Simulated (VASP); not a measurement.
# Li: vacancy energy by DFT and by machine-learned force fields

Li, defect, 15 atoms in the cell. PBE, vacancy by machine-learned force field beside DFT; PAW potentials Li (PBE set).

Atoms in the training cell: 16; Target temperature (K): 300; Atoms removed: Li.

## Input

INCAR.step1:
```
SYSTEM = Li
PREC = Normal
ENCUT = 200
EDIFF = 1E-7
ISMEAR = 1
SIGMA = 0.15
ALGO = Normal
LREAL = Auto
LASPH = .True.
NELM = 80
NELMIN = 4
LWAVE = .False.
LCHARG = .False.
GGA = PE
KPAR = 8
IBRION = 2
ISIF = 3
NSW = 40
EDIFFG = -0.005
```

INCAR.step2, as INCAR.step1 but for:
```
- EDIFF = 1E-7
- IBRION = 2
- ISIF = 3
- NSW = 40
- EDIFFG = -0.005
+ EDIFF = 1E-6
+ ISYM = 0
```

INCAR.step3, as INCAR.step2 but for:
```
- LREAL = Auto
+ LREAL = .False.
+ IBRION = 2
+ ISIF = 2
+ NSW = 60
+ EDIFFG = -0.02
```

INCAR.step4:
```
SYSTEM = Li
ML_LMLFF = .True.
ML_MODE = run
LWAVE = .False.
LCHARG = .False.
IBRION = -1
NSW = 0
ISYM = 0
```

INCAR.step5:
```
SYSTEM = Li
ML_LMLFF = .True.
ML_MODE = run
LWAVE = .False.
LCHARG = .False.
IBRION = 2
ISIF = 2
NSW = 400
EDIFFG = -0.01
ISYM = 0
ML_IERR = 1
```

INCAR.step6:
```
SYSTEM = Li
PREC = Normal
ENCUT = 200
EDIFF = 1E-6
ISMEAR = 1
SIGMA = 0.15
ALGO = Normal
LREAL = .False.
LASPH = .True.
NELM = 80
NELMIN = 4
LWAVE = .False.
LCHARG = .False.
GGA = PE
KPAR = 8
IBRION = 0
NSW = 2000
POTIM = 1.5
TEBEG = 150
TEEND = 390
ISYM = 0
MDALGO = 3
LANGEVIN_GAMMA = 10
ISIF = 2
RANDOM_SEED = 199401 0 0
ML_LMLFF = .True.
ML_MODE = train
NWRITE = 0
ML_MCONF = 900
ML_MB = 1600
ML_ICRITERIA = 0
ML_CTIFOR = 0.02
```

INCAR.step7:
```
SYSTEM = Li
ML_LMLFF = .True.
ML_MODE = refit
LWAVE = .False.
LCHARG = .False.
```

KPOINTS.step1:
```
k-points
0
Monkhorst-Pack
  4 4 4
```

KPOINTS.step4:
```
k-points
0
Gamma
  1 1 1
```

POSCAR.step1:
```
Li
1.0
    7.0186000000      0.0000000000      0.0000000000
    0.0000000000      7.0186000000      0.0000000000
    0.0000000000      0.0000000000      7.0186000000
Li
15
Direct
    0.5000000000      0.0000000000      0.0000000000
    0.0000000000      0.5000000000      0.0000000000
    0.0000000000      0.0000000000      0.5000000000
    0.2500000000      0.2500000000      0.2500000000
    0.5000000000      0.5000000000      0.0000000000
    0.5000000000      0.0000000000      0.5000000000
    0.7500000000      0.2500000000      0.2500000000
    0.0000000000      0.5000000000      0.5000000000
    0.2500000000      0.7500000000      0.2500000000
    0.2500000000      0.2500000000      0.7500000000
    0.5000000000      0.5000000000      0.5000000000
    0.7500000000      0.7500000000      0.2500000000
    0.7500000000      0.2500000000      0.7500000000
    0.2500000000      0.7500000000      0.7500000000
    0.7500000000      0.7500000000      0.7500000000
```

POSCAR.step2:
```
Li
1.0
    7.0186000000      0.0000000000      0.0000000000
    0.0000000000      7.0186000000      0.0000000000
    0.0000000000      0.0000000000      7.0186000000
Li
16
Direct
    0.0000000000      0.0000000000      0.0000000000
    0.5000000000      0.0000000000      0.0000000000
    0.0000000000      0.5000000000      0.0000000000
    0.0000000000      0.0000000000      0.5000000000
    0.2500000000      0.2500000000      0.2500000000
    0.5000000000      0.5000000000      0.0000000000
    0.5000000000      0.0000000000      0.5000000000
    0.7500000000      0.2500000000      0.2500000000
    0.0000000000      0.5000000000      0.5000000000
    0.2500000000      0.7500000000      0.2500000000
    0.2500000000      0.2500000000      0.7500000000
    0.5000000000      0.5000000000      0.5000000000
    0.7500000000      0.7500000000      0.2500000000
    0.7500000000      0.2500000000      0.7500000000
    0.2500000000      0.7500000000      0.7500000000
    0.7500000000      0.7500000000      0.7500000000
```

POSCAR.step6:
```
Li
1.0
    7.018600000000      0.000000000000      0.000000000000
    0.000000000000      7.018600000000      0.000000000000
    0.000000000000      0.000000000000      7.018600000000
Li
15
Direct
    0.500000020802      0.000000009789      0.000000061851
    0.999999922776      0.500000014969      0.999999953023
    0.000000020763      0.999999944935      0.499999991749
    0.246438744264      0.246438770176      0.246438618885
    0.500000052901      0.500000015043      0.999999997918
    0.499999993740      0.999999982045      0.499999963695
    0.753561249073      0.246438779710      0.246438554835
    0.999999983441      0.500000014605      0.500000025833
    0.246438710407      0.753561234642      0.246438654724
    0.246438698975      0.246438817131      0.753561384221
    0.500000014673      0.500000015573      0.500000001809
    0.753561281580      0.753561204934      0.246438607279
    0.753561304393      0.246438866627      0.753561430579
    0.246438668031      0.753561202002      0.753561356983
    0.753561334180      0.753561127820      0.753561396617
```

POSCAR.step10:
```
Li
1.0
   21.0558000000      0.0000000000      0.0000000000
    0.0000000000     21.0558000000      0.0000000000
    0.0000000000      0.0000000000     14.0372000000
Li
288
Direct
    0.0000000000      0.0000000000      0.0000000000
    0.0000000000      0.0000000000      0.5000000000
    0.0000000000      0.3333333333      0.0000000000
    0.0000000000      0.3333333333      0.5000000000
    0.0000000000      0.6666666667      0.0000000000
    0.0000000000      0.6666666667      0.5000000000
    0.3333333333      0.0000000000      0.0000000000
    0.3333333333      0.0000000000      0.5000000000
    0.3333333333      0.3333333333      0.0000000000
    0.3333333333      0.3333333333      0.5000000000
    0.3333333333      0.6666666667      0.0000000000
    0.3333333333      0.6666666667      0.5000000000
    0.6666666667      0.0000000000      0.0000000000
    0.6666666667      0.0000000000      0.5000000000
    0.6666666667      0.3333333333      0.0000000000
    0.6666666667      0.3333333333      0.5000000000
    0.6666666667      0.6666666667      0.0000000000
    0.6666666667      0.6666666667      0.5000000000
    0.1666666667      0.0000000000      0.0000000000
    0.1666666667      0.0000000000      0.5000000000
    0.1666666667      0.3333333333      0.0000000000
    0.1666666667      0.3333333333      0.5000000000
    0.1666666667      0.6666666667      0.0000000000
    0.1666666667      0.6666666667      0.5000000000
    0.5000000000      0.0000000000      0.0000000000
    0.5000000000      0.0000000000      0.5000000000
    0.5000000000      0.3333333333      0.0000000000
    0.5000000000      0.3333333333      0.5000000000
    0.5000000000      0.6666666667      0.0000000000
    0.5000000000      0.6666666667      0.5000000000
    0.8333333333      0.0000000000      0.0000000000
    0.8333333333      0.0000000000      0.5000000000
    0.8333333333      0.3333333333      0.0000000000
    0.8333333333      0.3333333333      0.5000000000
    0.8333333333      0.6666666667      0.0000000000
    0.8333333333      0.6666666667      0.5000000000
    0.0000000000      0.1666666667      0.0000000000
    0.0000000000      0.1666666667      0.5000000000
    0.0000000000      0.5000000000      0.0000000000
    0.0000000000      0.5000000000      0.5000000000
    0.0000000000      0.8333333333      0.0000000000
    0.0000000000      0.8333333333      0.5000000000
    0.3333333333      0.1666666667      0.0000000000
    0.3333333333      0.1666666667      0.5000000000
    0.3333333333      0.5000000000      0.0000000000
    0.3333333333      0.5000000000      0.5000000000
    0.3333333333      0.8333333333      0.0000000000
    0.3333333333      0.8333333333      0.5000000000
    0.6666666667      0.1666666667      0.0000000000
    0.6666666667      0.1666666667      0.5000000000
    0.6666666667      0.5000000000      0.0000000000
    0.6666666667      0.5000000000      0.5000000000
    0.6666666667      0.8333333333      0.0000000000
    0.6666666667      0.8333333333      0.5000000000
    0.0000000000      0.0000000000      0.2500000000
    0.0000000000      0.0000000000      0.7500000000
    0.0000000000      0.3333333333      0.2500000000
    0.0000000000      0.3333333333      0.7500000000
    0.0000000000      0.6666666667      0.2500000000
    0.0000000000      0.6666666667      0.7500000000
    0.3333333333      0.0000000000      0.2500000000
    0.3333333333      0.0000000000      0.7500000000
    0.3333333333      0.3333333333      0.2500000000
    0.3333333333      0.3333333333      0.7500000000
    0.3333333333      0.6666666667      0.2500000000
    0.3333333333      0.6666666667      0.7500000000
    0.6666666667      0.0000000000      0.2500000000
    0.6666666667      0.0000000000      0.7500000000
    0.6666666667      0.3333333333      0.2500000000
[... 167 lines left out ...]
    0.2500000000      0.4166666667      0.3750000000
    0.2500000000      0.4166666667      0.8750000000
    0.2500000000      0.7500000000      0.3750000000
    0.2500000000      0.7500000000      0.8750000000
    0.5833333333      0.0833333333      0.3750000000
    0.5833333333      0.0833333333      0.8750000000
    0.5833333333      0.4166666667      0.3750000000
    0.5833333333      0.4166666667      0.8750000000
    0.5833333333      0.7500000000      0.3750000000
    0.5833333333      0.7500000000      0.8750000000
    0.9166666667      0.0833333333      0.3750000000
    0.9166666667      0.0833333333      0.8750000000
    0.9166666667      0.4166666667      0.3750000000
    0.9166666667      0.4166666667      0.8750000000
    0.9166666667      0.7500000000      0.3750000000
    0.9166666667      0.7500000000      0.8750000000
    0.0833333333      0.2500000000      0.3750000000
    0.0833333333      0.2500000000      0.8750000000
    0.0833333333      0.5833333333      0.3750000000
    0.0833333333      0.5833333333      0.8750000000
    0.0833333333      0.9166666667      0.3750000000
    0.0833333333      0.9166666667      0.8750000000
    0.4166666667      0.2500000000      0.3750000000
    0.4166666667      0.2500000000      0.8750000000
    0.4166666667      0.5833333333      0.3750000000
    0.4166666667      0.5833333333      0.8750000000
    0.4166666667      0.9166666667      0.3750000000
    0.4166666667      0.9166666667      0.8750000000
    0.7500000000      0.2500000000      0.3750000000
    0.7500000000      0.2500000000      0.8750000000
    0.7500000000      0.5833333333      0.3750000000
    0.7500000000      0.5833333333      0.8750000000
    0.7500000000      0.9166666667      0.3750000000
    0.7500000000      0.9166666667      0.8750000000
    0.2500000000      0.2500000000      0.3750000000
    0.2500000000      0.2500000000      0.8750000000
    0.2500000000      0.5833333333      0.3750000000
    0.2500000000      0.5833333333      0.8750000000
    0.2500000000      0.9166666667      0.3750000000
    0.2500000000      0.9166666667      0.8750000000
    0.5833333333      0.2500000000      0.3750000000
    0.5833333333      0.2500000000      0.8750000000
    0.5833333333      0.5833333333      0.3750000000
    0.5833333333      0.5833333333      0.8750000000
    0.5833333333      0.9166666667      0.3750000000
    0.5833333333      0.9166666667      0.8750000000
    0.9166666667      0.2500000000      0.3750000000
    0.9166666667      0.2500000000      0.8750000000
    0.9166666667      0.5833333333      0.3750000000
    0.9166666667      0.5833333333      0.8750000000
    0.9166666667      0.9166666667      0.3750000000
    0.9166666667      0.9166666667      0.8750000000
```

POSCAR.step11:
```
Li
1.0
   21.0558000000      0.0000000000      0.0000000000
    0.0000000000     21.0558000000      0.0000000000
    0.0000000000      0.0000000000     14.0372000000
Li
287
Direct
    0.0000000000      0.0000000000      0.5000000000
    0.0000000000      0.3333333333      0.0000000000
    0.0000000000      0.3333333333      0.5000000000
    0.0000000000      0.6666666667      0.0000000000
    0.0000000000      0.6666666667      0.5000000000
    0.3333333333      0.0000000000      0.0000000000
    0.3333333333      0.0000000000      0.5000000000
    0.3333333333      0.3333333333      0.0000000000
    0.3333333333      0.3333333333      0.5000000000
    0.3333333333      0.6666666667      0.0000000000
    0.3333333333      0.6666666667      0.5000000000
    0.6666666667      0.0000000000      0.0000000000
    0.6666666667      0.0000000000      0.5000000000
    0.6666666667      0.3333333333      0.0000000000
    0.6666666667      0.3333333333      0.5000000000
    0.6666666667      0.6666666667      0.0000000000
    0.6666666667      0.6666666667      0.5000000000
    0.1666666667      0.0000000000      0.0000000000
    0.1666666667      0.0000000000      0.5000000000
    0.1666666667      0.3333333333      0.0000000000
    0.1666666667      0.3333333333      0.5000000000
    0.1666666667      0.6666666667      0.0000000000
    0.1666666667      0.6666666667      0.5000000000
    0.5000000000      0.0000000000      0.0000000000
    0.5000000000      0.0000000000      0.5000000000
    0.5000000000      0.3333333333      0.0000000000
    0.5000000000      0.3333333333      0.5000000000
    0.5000000000      0.6666666667      0.0000000000
    0.5000000000      0.6666666667      0.5000000000
    0.8333333333      0.0000000000      0.0000000000
    0.8333333333      0.0000000000      0.5000000000
    0.8333333333      0.3333333333      0.0000000000
    0.8333333333      0.3333333333      0.5000000000
    0.8333333333      0.6666666667      0.0000000000
    0.8333333333      0.6666666667      0.5000000000
    0.0000000000      0.1666666667      0.0000000000
    0.0000000000      0.1666666667      0.5000000000
    0.0000000000      0.5000000000      0.0000000000
    0.0000000000      0.5000000000      0.5000000000
    0.0000000000      0.8333333333      0.0000000000
    0.0000000000      0.8333333333      0.5000000000
    0.3333333333      0.1666666667      0.0000000000
    0.3333333333      0.1666666667      0.5000000000
    0.3333333333      0.5000000000      0.0000000000
    0.3333333333      0.5000000000      0.5000000000
    0.3333333333      0.8333333333      0.0000000000
    0.3333333333      0.8333333333      0.5000000000
    0.6666666667      0.1666666667      0.0000000000
    0.6666666667      0.1666666667      0.5000000000
    0.6666666667      0.5000000000      0.0000000000
    0.6666666667      0.5000000000      0.5000000000
    0.6666666667      0.8333333333      0.0000000000
    0.6666666667      0.8333333333      0.5000000000
    0.0000000000      0.0000000000      0.2500000000
    0.0000000000      0.0000000000      0.7500000000
    0.0000000000      0.3333333333      0.2500000000
    0.0000000000      0.3333333333      0.7500000000
    0.0000000000      0.6666666667      0.2500000000
    0.0000000000      0.6666666667      0.7500000000
    0.3333333333      0.0000000000      0.2500000000
    0.3333333333      0.0000000000      0.7500000000
    0.3333333333      0.3333333333      0.2500000000
    0.3333333333      0.3333333333      0.7500000000
    0.3333333333      0.6666666667      0.2500000000
    0.3333333333      0.6666666667      0.7500000000
    0.6666666667      0.0000000000      0.2500000000
    0.6666666667      0.0000000000      0.7500000000
    0.6666666667      0.3333333333      0.2500000000
    0.6666666667      0.3333333333      0.7500000000
[... 166 lines left out ...]
    0.2500000000      0.4166666667      0.3750000000
    0.2500000000      0.4166666667      0.8750000000
    0.2500000000      0.7500000000      0.3750000000
    0.2500000000      0.7500000000      0.8750000000
    0.5833333333      0.0833333333      0.3750000000
    0.5833333333      0.0833333333      0.8750000000
    0.5833333333      0.4166666667      0.3750000000
    0.5833333333      0.4166666667      0.8750000000
    0.5833333333      0.7500000000      0.3750000000
    0.5833333333      0.7500000000      0.8750000000
    0.9166666667      0.0833333333      0.3750000000
    0.9166666667      0.0833333333      0.8750000000
    0.9166666667      0.4166666667      0.3750000000
    0.9166666667      0.4166666667      0.8750000000
    0.9166666667      0.7500000000      0.3750000000
    0.9166666667      0.7500000000      0.8750000000
    0.0833333333      0.2500000000      0.3750000000
    0.0833333333      0.2500000000      0.8750000000
    0.0833333333      0.5833333333      0.3750000000
    0.0833333333      0.5833333333      0.8750000000
    0.0833333333      0.9166666667      0.3750000000
    0.0833333333      0.9166666667      0.8750000000
    0.4166666667      0.2500000000      0.3750000000
    0.4166666667      0.2500000000      0.8750000000
    0.4166666667      0.5833333333      0.3750000000
    0.4166666667      0.5833333333      0.8750000000
    0.4166666667      0.9166666667      0.3750000000
    0.4166666667      0.9166666667      0.8750000000
    0.7500000000      0.2500000000      0.3750000000
    0.7500000000      0.2500000000      0.8750000000
    0.7500000000      0.5833333333      0.3750000000
    0.7500000000      0.5833333333      0.8750000000
    0.7500000000      0.9166666667      0.3750000000
    0.7500000000      0.9166666667      0.8750000000
    0.2500000000      0.2500000000      0.3750000000
    0.2500000000      0.2500000000      0.8750000000
    0.2500000000      0.5833333333      0.3750000000
    0.2500000000      0.5833333333      0.8750000000
    0.2500000000      0.9166666667      0.3750000000
    0.2500000000      0.9166666667      0.8750000000
    0.5833333333      0.2500000000      0.3750000000
    0.5833333333      0.2500000000      0.8750000000
    0.5833333333      0.5833333333      0.3750000000
    0.5833333333      0.5833333333      0.8750000000
    0.5833333333      0.9166666667      0.3750000000
    0.5833333333      0.9166666667      0.8750000000
    0.9166666667      0.2500000000      0.3750000000
    0.9166666667      0.2500000000      0.8750000000
    0.9166666667      0.5833333333      0.3750000000
    0.9166666667      0.5833333333      0.8750000000
    0.9166666667      0.9166666667      0.3750000000
    0.9166666667      0.9166666667      0.8750000000
```

Commands (each step's output is kept before the next begins):
```
cat potpaw_PBE.64/Li/POTCAR > POTCAR
cp INCAR.step1 INCAR
cp KPOINTS.step1 KPOINTS
cp POSCAR.step1 POSCAR
mpirun -np 8 vasp_std > vasp.out
cp INCAR.step2 INCAR
cp POSCAR.step2 POSCAR
mpirun -np 8 vasp_std > vasp.out
cp INCAR.step3 INCAR
cp POSCAR.step1 POSCAR
mpirun -np 8 vasp_std > vasp.out
cp ../ML_FF.fit ML_FF
cp INCAR.step4 INCAR
cp KPOINTS.step4 KPOINTS
cp POSCAR.step2 POSCAR
mpirun -np 8 vasp_gam > vasp.out
cp INCAR.step5 INCAR
cp POSCAR.step1 POSCAR
mpirun -np 8 vasp_gam > vasp.out
cp ../ML_AB.train ML_AB
rm ML_FF
cp INCAR.step6 INCAR
cp KPOINTS.step1 KPOINTS
cp POSCAR.step6 POSCAR
mpirun -np 8 vasp_std > vasp.out
cp ML_ABN ML_AB
cp INCAR.step7 INCAR
cp KPOINTS.step4 KPOINTS
cp POSCAR.step1 POSCAR
mpirun -np 8 vasp_gam > vasp.out
cp ML_FFN ML_FF
cp INCAR.step4 INCAR
cp POSCAR.step2 POSCAR
mpirun -np 8 vasp_gam > vasp.out
cp INCAR.step5 INCAR
cp POSCAR.step1 POSCAR
mpirun -np 8 vasp_gam > vasp.out
cp INCAR.step4 INCAR
cp POSCAR.step10 POSCAR
mpirun -np 8 vasp_gam > vasp.out
cp INCAR.step5 INCAR
cp POSCAR.step11 POSCAR
mpirun -np 8 vasp_gam > vasp.out
```

## Result

- Vacancy energy, DFT (eV): 0.60
- Field trained on the bulk alone (eV): 0.42
- Field trained on with the vacancy (eV): 0.54

Energy to make the vacancy (eV):

| Method | Energy | Sites in the cell | Largest spilling factor |
|---|---|---|---|
| DFT | 0.600 | 16 |  |
| Field trained on the bulk alone | 0.415 | 16 | 0.000 |
| Field trained on with the vacancy | 0.535 | 16 | 0.000 |
| The same field, larger cell | 0.494 | 288 | 0.000 |

VASP 6.6.1 took 34 s on 8 cores (AMD EPYC 9R45 (Zen 5)), a shared host.
